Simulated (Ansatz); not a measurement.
## (110) slab of rocksalt NaI, 15.8 Å thick as cut, bare faces

Ansatz, PAW, plane waves, no spin–orbit coupling unless named; atoms relaxed with PBEsol, the curve by HSE06. The curve holds the local part of the PAW potentials, so its shape inside matter depends on the files.

```xyz
16
Lattice="3.2000 -3.2000 0.0000 0.0000 0.0000 6.4000 -20.3924 -20.3924 0.0000" Properties=species:S:1:pos:R:3 pbc="T T T"
I   -14.2496  -17.4461    0.0159
I    -7.8292  -11.0207    0.0150
I   -11.0356  -14.2296    0.0139
I    -4.6344   -7.8263    0.0154
I    -7.7700  -14.1626    3.2193
I    -1.3430   -7.7386    3.2152
I   -10.9664  -17.3515    3.2175
I    -4.5607  -10.9546    3.2176
Na   -7.8401  -14.2344    0.0139
Na   -1.5755   -7.9694    0.0127
Na  -11.1057  -17.5045    0.0140
Na   -4.6494  -11.0445    0.0138
Na  -14.0242  -17.2090    3.2088
Na   -7.7564  -10.9519    3.2175
Na  -10.9478  -14.1372    3.2142
Na   -4.4834   -7.6831    3.2142
```

Planar mean of the electrostatic potential energy along the normal, from the vacuum level:

z (Å), v (eV) and a bar:
```
     0.00       0.00 ##############################
     0.29       0.00 ##############################
     0.72       0.00 ##############################
     1.01       0.00 ##############################
     1.30       0.00 ##############################
     1.73       0.00 ##############################
     2.02       0.00 ##############################
     2.31       0.00 ##############################
     2.74       0.00 ##############################
     3.03       0.00 ##############################
     3.32      -0.01 ##############################
     3.75      -0.02 ##############################
     4.04      -0.04 ##############################
     4.33      -0.08 ##############################
     4.76      -0.28 #############################
     5.05      -0.63 ###########################
     5.34      -1.42 ########################
     5.77      -3.64 ##############
     6.06      -4.49 ###########
     6.34      -5.43 #######
     6.78      -7.04 
     7.07      -5.96 #####
     7.50      -3.08 #################
     7.79      -3.16 #################
     8.07      -4.78 ##########
     8.51      -6.95 
     8.80      -6.42 ###
     9.08      -5.24 ########
     9.52      -3.89 #############
     9.81      -2.91 ##################
    10.09      -3.28 ################
    10.53      -4.94 #########
    10.81      -6.08 ####
    11.10      -6.81 #
    11.54      -5.48 #######
    11.82      -3.68 ##############
    12.11      -2.66 ###################
    12.55      -4.03 #############
    12.83      -5.77 #####
    13.12      -6.79 #
    13.55      -5.95 #####
    13.84      -4.79 ##########
    14.13      -3.63 ###############
    14.56      -3.09 #################
    14.85      -4.23 ############
    15.14      -5.37 #######
    15.57      -6.77 #
    15.86      -6.44 ###
    16.15      -4.90 #########
    16.58      -2.77 ##################
    16.87      -3.02 #################
    17.16      -4.58 ##########
    17.59      -6.74 #
    17.88      -6.54 ##
    18.17      -5.48 #######
    18.60      -3.85 ##############
    18.89      -2.88 ##################
    19.18      -3.36 ################
    19.61      -4.79 ##########
    19.90      -5.85 #####
    20.19      -6.87 #
    20.62      -5.75 #####
    20.91      -3.80 ##############
    21.20      -2.88 ##################
    21.63      -4.88 #########
    21.92      -6.78 #
    22.35      -6.12 ####
    22.64      -4.84 #########
    22.93      -4.13 ############
    23.36      -2.09 #####################
    23.65      -0.92 ##########################
    23.94      -0.41 ############################
    24.37      -0.12 #############################
    24.66      -0.05 ##############################
    24.95      -0.02 ##############################
    25.38      -0.01 ##############################
    25.67       0.00 ##############################
    25.96       0.00 ##############################
    26.39       0.00 ##############################
    26.68       0.00 ##############################
    26.96       0.00 ##############################
    27.40       0.00 ##############################
    27.69       0.00 ##############################
    27.97       0.00 ##############################
    28.41       0.00 ##############################
    28.69       0.00 ##############################
```

(1) How far below the vacuum level do the top filled and the lowest empty level lie, by each functional?

Results:

(1) PBEsol: 5.63 and 2.40 eV (gap 3.23 eV, a 6×4×1 mesh); HSE06: 6.27 and 2.01 eV (gap 4.26 eV, a 4×3×1 mesh); r²SCAN: 5.88 and 1.86 eV (gap 4.01 eV, a 4×3×1 mesh). Either level can be a surface state and not a band edge of the crystal.
